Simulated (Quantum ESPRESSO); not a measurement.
# V under changes of volume

One of the cells (13.891 Å³/atom); the others are scaled copies at fixed shape and fractional positions:

```
CELL_PARAMETERS angstrom
-1.51435 1.51435 1.51435
1.51435 -1.51435 1.51435
1.51435 1.51435 -1.51435
ATOMIC_POSITIONS crystal
V 0.00000 0.00000 0.00000
```

| Quantity | Value |
| --- | --- |
| Program | Quantum ESPRESSO 7.5 |
| Functional | LDA |
| Potentials or basis | GBRV 1.5 LDA |
| Cutoff | 612 eV |
| Density cutoff | 4898 eV |
| k mesh | 12 × 12 × 12 |
| Occupations | fermi-dirac, width 0.05 eV |
| Spin | collinear spin, ferromagnetic start |
| Starting moments | [2.0] μB |

```csv
volume (Å³/atom),energy over the lowest point (meV/atom),pressure (GPa)
13.058,0.00,-8.3
13.336,17.51,-11.8
13.613,40.67,-14.9
13.891,69.02,-17.8
14.169,102.06,-20.4
14.447,?,?
14.725,180.58,-24.8
```

Q: What does the run at 14.447 Å³/atom give?

A: Energy over the lowest point 139.39 meV/atom; pressure -22.7 GPa.

Worked out: A Birch-Murnaghan fit of order 3 (a polynomial in V^(-2/3)) to the other rows has no minimum within the range. It gives 139.39 meV/atom at 14.447 Å³/atom, against the run's 139.39, and -dE/dV = -22.7 GPa, against -22.7.

Energies are extrapolated to zero smearing.
